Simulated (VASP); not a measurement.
# Ta (Im-3m) in VASP: single point with PBEsol

Aim: the single point of Ta with PBEsol.

All numbers are computed with VASP 6.6.1; they aren't measurements. Logs are shortened: lines on timing, memory, paths and dates and some standing lists are left out, and cuts for length are marked.

### Step 1. The crystal as given

Symmetry: Im-3m, No. 229, cubic system. The conventional cell has a = 3.283 Å, b = 3.283 Å, c = 3.283 Å, α = 90.00°, β = 90.00°, γ = 90.00°. Around Ta (site symmetry m-3m) lie 8 Ta at 2.84 Å.

### Step 2. Single point, PBEsol

Input file INCAR:

```
SYSTEM = Ta
  PREC = Accurate
  ENCUT = 520
  EDIFF = 1E-6
  ISMEAR = 1
  SIGMA = 0.1
  LREAL = .False.
  LASPH = .True.
  NELM = 80
  ALGO = Normal
  ISIF = 2
  LWAVE = .False.
  LCHARG = .False.
  GGA = PS
  NBANDS = 12
  ICORELEVEL = 1
```

Input file KPOINTS:

```
regular mesh
0
Gamma
  14 14 23
  0 0 0
```

Input file POSCAR:

```
Ta
1.0
    2.8434818300      0.0000000000      0.0000000000
   -0.9478272800      2.6808603800      0.0000000000
    0.9478272800      1.3404301900      2.3216931900
Ta
1
Direct
    0.0000000000      0.0000000000      0.0000000000
```

Potentials or basis: VASP PAW PBE potentials, release 64 (Ta_pv).

Run with:

```
> cat potpaw_PBE.64/Ta_pv/POTCAR > POTCAR
> mpirun -np 1 vasp_std > vasp.out
```

OUTCAR:

```text
SYSTEM = Ta
   PREC = Accurate
   ENCUT = 520
   EDIFF = 1E-6
   ISMEAR = 1
   LREAL = .False.
   LASPH = .True.
   NELM = 80
   ISIF = 2
   GGA = PS

 ion  position               nearest neighbor table
   1  0.000  0.000  0.000-

  LATTYP: Found a body centered cubic cell.
 ALAT       =     3.2833699957

  Lattice vectors:

 A1 = (   0.9478272700,   1.3404301900,  -2.3216931900)
 A2 = (  -2.8434818300,   0.0000000000,   0.0000000000)
 A3 = (   0.9478272800,   1.3404301900,   2.3216931900)

Analysis of symmetry for initial positions (statically):
=====================================================================
 Subroutine PRICEL returns:
 Original cell was already a primitive cell.

 Routine SETGRP: Setting up the symmetry group for a
 body centered cubic supercell.

 Subroutine GETGRP returns: Found 48 space group operations
 (whereof 48 operations were pure point group operations)
 out of a pool of 48 trial point group operations.

The static configuration has the point symmetry O_h .

Analysis of symmetry for dynamics (positions and initial velocities):
=====================================================================
 Subroutine PRICEL returns:
 Original cell was already a primitive cell.

 Routine SETGRP: Setting up the symmetry group for a
 body centered cubic supercell.

 Subroutine GETGRP returns: Found 48 space group operations
 (whereof 48 operations were pure point group operations)
 out of a pool of 48 trial point group operations.

The dynamic configuration has the point symmetry O_h .

 Subroutine INISYM returns: Found 48 space group operations
 (whereof 48 operations are pure point group operations),
 and found     1 'primitive' translations

----------------------------------------------------------------------------------------

                                     Primitive cell

  volume of cell :      17.6982

  direct lattice vectors                    reciprocal lattice vectors
     2.843481830  0.000000000  0.000000000     0.351681516  0.124338193 -0.215360067
    -0.947827280  2.680860380  0.000000000     0.000000000  0.373014577 -0.215360067
     0.947827280  1.340430190  2.321693190     0.000000000  0.000000000  0.430720133

  length of vectors
     2.843481830  2.843481832  2.843481830     0.430720133  0.430720133  0.430720133

  position of ions in fractional coordinates (direct lattice)
     0.000000000  0.000000000  0.000000000

  ion indices of the primitive-cell ions
   primitive index   ion index
                 1           1

----------------------------------------------------------------------------------------

 KPOINTS: regular mesh

Automatic generation of k-mesh.
 Grid dimensions read from file:
 generate k-points for:   14   14   23

 Generating k-lattice:

  Cartesian coordinates                     Fractional coordinates (reciprocal lattice)
     0.025120108  0.008881299 -0.015382862     0.071428571 -0.000000000  0.000000000
     0.000000000  0.026643898 -0.015382862     0.000000000  0.071428571  0.000000000
     0.000000000  0.000000000  0.018726962     0.000000000  0.000000000  0.043478261

  Length of vectors
     0.030765724  0.030765724  0.018726962

  Shift w.r.t. Gamma in fractional coordinates (k-lattice)
     0.000000000  0.000000000  0.000000000

 -----------------------------------------------------------------------------
|                                                                             |
|           W    W    AA    RRRRR   N    N  II  N    N   GGGG   !!!           |
|           W    W   A  A   R    R  NN   N  II  NN   N  G    G  !!!           |
|           W    W  A    A  R    R  N N  N  II  N N  N  G       !!!           |
|           W WW W  AAAAAA  RRRRR   N  N N  II  N  N N  G  GGG   !            |
|           WW  WW  A    A  R   R   N   NN  II  N   NN  G    G                |
|           W    W  A    A  R    R  N    N  II  N    N   GGGG   !!!           |
|                                                                             |
|     Your reciprocal lattice and k-lattice belong to different lattice       |
|     classes:                                                                |
|                                                                             |
|        The reciprocal lattice is face-centered cubic,                       |
|        whereas your k-lattice is base-centered monoclinic.                  |
|                                                                             |
|     Results are often still useful ...                                      |
|                                                                             |
 -----------------------------------------------------------------------------

 WARNING: IBZKPT: internal override: KBLOWUP is changed to .FALSE.
      ... skipping the blow-up phase ...

 Subroutine IBZKPT returns following result:
 ===========================================

 Found   1179 irreducible k-points:

 Following reciprocal coordinates:
            Coordinates               Weight
  0.000000  0.000000  0.000000      1.000000
  0.071429 -0.000000 -0.000000      6.000000
  0.142857  0.000000 -0.000000      6.000000
  0.214286 -0.000000 -0.000000      6.000000
  0.285714  0.000000  0.000000      6.000000
  0.357143  0.000000 -0.000000      6.000000
[... 16 lines left out ...]
  0.285714  0.285714 -0.000000      6.000000
  0.357143  0.285714 -0.000000      6.000000
 [... further k-points ...]
   k-points           NKPTS =   1179   k-points in BZ     NKDIM =   1179   number of bands    NBANDS=     12
   number of dos      NEDOS =    301   number of ions     NIONS =      1
   total plane-waves  NPLWV =  13824
   dimension x,y,z NGX =    24 NGY =   24 NGZ =   24
   dimension x,y,z NGXF=    48 NGYF=   48 NGZF=   48
   ions per type =               1
   NGX,Y,Z   is equivalent  to a cutoff of  14.03, 14.03, 14.03 a.u.
   NGXF,Y,Z  is equivalent  to a cutoff of  28.06, 28.06, 28.06 a.u.
 SYSTEM =  Ta
   PREC   = accura    normal or accurate (medium, high low for compatibility)
   ISTART =      0    job   : 0-new  1-cont  2-samecut
   ICHARG =      2    charge: 1-file 2-atom 10-const
   ISPIN  =      1    spin polarized calculation?
   LNONCOLLINEAR =      F non collinear calculations
   LSORBIT =      F    spin-orbit coupling
   LASPH  =      T    aspherical Exc in radial PAW
   ENCUT  =  520.0 eV  38.22 Ry    6.18 a.u.   5.29  5.29  5.29*2*pi/ulx,y,z
   NELM   =     80;   NELMIN=  2; NELMDL= -5     # of ELM steps
   EDIFF  = 0.1E-05   stopping-criterion for ELM
   LREAL  =      F    real-space projection
   EDIFFG = 0.1E-04   stopping-criterion for IOM
   NSW    =      0    number of steps for IOM
   IBRION =     -1    ionic relax: 0-MD 1-quasi-New 2-CG
   NFREE  =      0    steps in history (QN), initial steepest desc. (CG)
   ISIF   =      2    stress and relaxation
   ISYM   =      2    0-nonsym 1-usesym 2-fastsym
   POTIM  = 0.5000    time-step for ionic-motion
   TEBEG  =    0.0;   TEEND  =   0.0 temperature during run
   PSTRESS=    0.0 pullay stress
   NELECT =      11.0000    total number of electrons
   NUPDOWN=      -1.0000    fix difference up-down
   EMIN   =  10.00;   EMAX   =-10.00  energy-range for DOS
   EFERMI =   0.00;   METHOD = LEGACY
   ISMEAR =     1;   SIGMA  =   0.10  broadening in eV -4-tet -1-fermi 0-gaus
   EFERMI_NEDOS =   21; number of points for ismear=-14 and -15
   IALGO  =     38    algorithm
   IMIX   =      4    mixing-type and parameters
     AMIX     =   0.40;   BMIX     =  1.00
     AMIX_MAG =   1.60;   BMIX_MAG =  1.00
  volume/ion in A,a.u.               =      17.70       119.43
  Fermi-wavevector in a.u.,A,eV,Ry     =   1.397106  2.640147 26.557267  1.951904
  Thomas-Fermi vector in A             =   2.520394
   LORBIT       =      0    0 simple, 1 ext, 2 COOP (PROOUT), +10 PAW based schemes
   GGA     = PS    functional components
   LHFCALC =     F    Hartree Fock is set to
   AEXX    =    0.0000 exact exchange contribution
   IVDW    =     0    specifies the selected vdW correction
   LEPSILON=     F    determine dielectric tensor
   LRPA    =     F    only Hartree local field effects (RPA)
 non-spin polarized calculation
 Methfessel and Paxton  Order N= 1 SIGMA  =   0.10
  energy-cutoff  :      520.00
  volume of cell :       17.70
 maximum number of plane-waves:       488
 NGX is ok and might be reduce to    24
   NGX = 11   NGY = 11   NGZ = 11

 number of electron      11.0000002 magnetization

 Free energy of the ion-electron system (eV)
  ---------------------------------------------------
  ext. energy  EPLUGINS =         0.00000000
  ---------------------------------------------------
  free energy    TOTEN  =       -12.55429047 eV

  energy without entropy =      -12.55491182  energy(sigma->0) =      -12.55449759

 the core state eigenenergies are
   1-  1s -67331.4632  2s -11557.2046  2p -10124.3826  3s  -2638.7437  3p  -2212.7862
       3d  -1716.5177  4s   -528.8184  4p   -389.1372  4d   -210.5290  4f    -13.1731
       5s    -61.4039

 E-fermi :   5.4380     XC(G=0): -12.8192

 val. band max:        5.4358001731   @ k =   0.5000   0.0714   0.1739
 cond. band min:       5.4418282479   @ k =  -0.2143   0.1429   0.3478
 fundamental gap:      0.0060280748
 Fermi energy:         5.4380345634

 k-point     1 :       0.0000    0.0000    0.0000
  band No.  band energies     occupation
      1     -27.4969      2.00000
      2     -27.4969      2.00000
      3     -27.4969      2.00000
      4      -2.5334      2.00000
      5       6.1800     -0.00000
      6       6.1800     -0.00000
      7       6.1800     -0.00000
      8       9.5138      0.00000
      9       9.5138      0.00000
     10      20.5874      0.00000
     11      20.5874      0.00000
     12      20.5874      0.00000

 k-point     2 :       0.0714   -0.0000   -0.0000
  band No.  band energies     occupation
      1     -27.5645      2.00000
      2     -27.5175      2.00000
      3     -27.4973      2.00000
      4      -2.3002      2.00000
      5       6.0287     -0.00000
      6       6.1344     -0.00000
      7       6.4090     -0.00000
      8       9.2733      0.00000
      9       9.5143      0.00000
     10      20.1795      0.00000
     11      20.7968      0.00000
     12      20.9946      0.00000
[... 316 lines left out ...]
 k-point    24 :       0.3571    0.2857   -0.0000
  band No.  band energies     occupation
      1     -28.4571      2.00000
      2     -28.2661      2.00000
      3     -27.6537      2.00000
      4       2.8415      2.00000
      5       4.1855      2.00000
      6       4.7668      2.00000
      7       9.7521      0.00000
      8      10.3442      0.00000
      9      14.5779      0.00000
     10      16.7998      0.00000
     11      18.6107      0.00000
     12      20.1897      0.00000

 [... further k-points ...]

------------------------ aborting loop because EDIFF is reached ----------------------------------------

  FORCE on cell =-STRESS in cart. coord.  units (eV):
  Direction    XX          YY          ZZ          XY          YZ          ZX
  --------------------------------------------------------------------------------------
  -------------------------------------------------------------------------------------
  Total       -0.0061620     -0.0061620     -0.0061620      0.0000000     -0.0000000     -0.0000000
  in kB       -0.5578312     -0.5578312     -0.5578312      0.0000000     -0.0000000     -0.0000000
  external PRESSURE =      -0.5578312 kB  Pullay stress =       0.0000000 kB

 VOLUME and BASIS-vectors are now :
 -----------------------------------------------------------------------------
  energy-cutoff  :      520.00
  volume of cell :       17.70
      direct lattice vectors                 reciprocal lattice vectors
     2.843481830  0.000000000  0.000000000     0.351681516  0.124338193 -0.215360067
    -0.947827280  2.680860380  0.000000000     0.000000000  0.373014577 -0.215360067
     0.947827280  1.340430190  2.321693190     0.000000000  0.000000000  0.430720133

 POSITION                                       TOTAL-FORCE (eV/Angst)
 -----------------------------------------------------------------------------------
      0.00000      0.00000      0.00000        -0.000000      0.000000      0.000000
 -----------------------------------------------------------------------------------
    total drift:                               -0.000000      0.000000      0.000000

  FREE ENERGIE OF THE ION-ELECTRON SYSTEM (eV)
  ---------------------------------------------------
  free  energy   TOTEN  =       -12.5542904687 eV

  energy  without entropy=      -12.5549118186  energy(sigma->0) =      -12.55449759
```

Wall time 1.7 min (1 thread of AMD EPYC 9R45 (Zen 5), shared host); peak memory 0.32 GiB.

What came out:

| Quantity | Value |
| --- | --- |
| Free energy | -12.5543 eV |
| Pressure | -0.1 GPa |
| Band gap on the k mesh | none (metal or under the smearing width) |

Core levels (eV, on the scale of the bands):
```
atom                                                                                                                          levels
1 Ta  1s -67331.5, 2s -11557.2, 2p -10124.4, 3s -2638.7, 3p -2212.8, 3d -1716.5, 4s -528.8, 4p -389.1, 4d -210.5, 4f -13.2, 5s -61.4
```

Caveat: the PAW data sets were made with another functional, which shifts forces and pressure a little. Spin-orbit coupling is left out, which matters for the levels of Ta.
